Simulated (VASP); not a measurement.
Write the native input for VASP 6.6.1 that does the following.

```
Task                   : single point
Functional             : PBEsol
Potentials or basis    : VASP PAW PBE potentials, release 64 (K_sv, Ta_pv, O)
Cutoff                 : 520 eV
k mesh                 : 8 × 8 × 8
Occupations            : gaussian, width 0.01 eV
Spin                   : no spin polarisation
Dipole correction      : no
Further INCAR settings : ALGO = Normal; EDIFF = 1e-06; NBANDS = 27
```

The structure of KTaO3 lies in POSCAR:

```
KTaO3
1.0
    3.9852713743      0.0000000000      0.0000000000
    0.0000000000      3.9852713743      0.0000000000
    0.0000000000      0.0000000000      3.9852713743
K Ta O
1 1 3
Direct
    0.5000000000      0.5000000000      0.5000000000
    0.0000000000      0.0000000000      0.0000000000
    0.5000000000      0.0000000000      0.0000000000
    0.0000000000      0.5000000000      0.0000000000
    0.0000000000      0.0000000000      0.5000000000
```

The cell isn't the ideal one: cell and atoms relaxed tightly for response.

One way to write it, as run:

INCAR

```
SYSTEM = KTaO3
  PREC = Accurate
  ENCUT = 520
  EDIFF = 1E-6
  ISMEAR = 0
  SIGMA = 0.01
  LREAL = .FALSE.
  LASPH = .TRUE.
  NELM = 100
  ALGO = Normal
  ISIF = 2
  LWAVE = .FALSE.
  LCHARG = .TRUE.
  GGA = PS
  LELF = .TRUE.
  LVHAR = .TRUE.
  NBANDS = 27
```

KPOINTS

```
Automatic mesh
0
G
  8 8 8
  0 0 0
```

Potentials or basis: VASP PAW PBE potentials, release 64 (K_sv, Ta_pv, O).

Run with:

```bash
$ cat potpaw_PBE.64/K_sv/POTCAR potpaw_PBE.64/Ta_pv/POTCAR potpaw_PBE.64/O/POTCAR > POTCAR
$ mpirun -np 1 vasp_std > vasp.out
```

It gave:

| Quantity | Value |
| --- | --- |
| Pressure | 0.7 GPa |
| Band gap on the k mesh | 2.09 eV, indirect (least direct gap 2.71 eV) |

Caveat: the PAW data sets were made with another functional, which shifts forces and pressure a little; spin-orbit coupling is left out, which moves the levels of the heavy elements.

Run time: 34 s on 1 thread of Intel(R) Xeon(R) Platinum 8488C (Sapphire Rapids), on a shared host, peak memory 0.2 GiB.
